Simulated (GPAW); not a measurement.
# HfH2 in GPAW: convergence with density grid spacing (A)

Input of the first run (density grid spacing (A) 0.24); the others differ in this setting and in those tied to it:

File run.py:

```python
from ase.dft.bandgap import bandgap
from ase.io import read, write
from ase.units import GPa
from gpaw import GPAW, PW

atoms = read('HfH2.xyz')

calc = GPAW(mode=PW(600),
            h=0.24,
            xc='LDA',
            kpts={'size': (8, 8, 8), 'gamma': True},
            occupations={'name': 'fermi-dirac', 'width': 0.05},
            nbands=18,
            convergence={'density': 1e-05, 'energy': 1e-05},
            maxiter=100,
            txt='gpaw.txt')
atoms.calc = calc
energy = atoms.get_potential_energy()
forces = atoms.get_forces()
stress = atoms.get_stress()
calc.write('gs.gpw')
write('result.traj', atoms)
print(f'Energy: {energy:.6f} eV')
print('Forces (eV/A):')
print(forces.round(4))
print('Stress (GPa):', (stress / GPa).round(3))
print('Fermi level:', round(calc.get_fermi_level(), 4), 'eV')
print(f'Gap: {bandgap(calc)[0]:.4f} eV, direct: {bandgap(calc, direct=True)[0]:.4f} eV')
```

The input HfH2.xyz:

```xyz
3
Lattice="-1.7390000000 1.7390000000 2.1805000000 1.7390000000 -1.7390000000 2.1805000000 1.7390000000 1.7390000000 -2.1805000000" Properties=species:S:1:pos:R:3 pbc="T T T"
Hf     0.0000000000      0.0000000000      0.0000000000
H      1.7390000000      0.0000000000      1.0902500000
H      0.0000000000      1.7390000000      1.0902500000
```

Potentials or basis: the program's PAW data sets (release 1.2.1) made for this functional, pw.

Run with:

```sh
$ OMP_NUM_THREADS=1 python run.py
```

Hardware: 1 thread of Arm Neoverse V1, with other jobs on the host.

```tsv
density grid spacing (A)	energy less the tightest run, at zero smearing (meV/atom)	SCF cycles	CPU time (s)	peak memory (GiB)
0.24	-0.61	9	12	0.15
0.2	0.00	9	18	0.15
0.17	0.00	9	15	0.15
0.15	0.00	9	28	0.16
0.13	0.00	9	39	0.18
0.11	0.00	9	51	0.2
0.09	0.00	9	100	0.28
```

Against the tightest run, the energy stays within 1 meV/atom from 0.24 on. The tightest run that finished is the yardstick and may itself not be fully converged.

The run has no spin-orbit coupling, so splittings on Hf are missing.
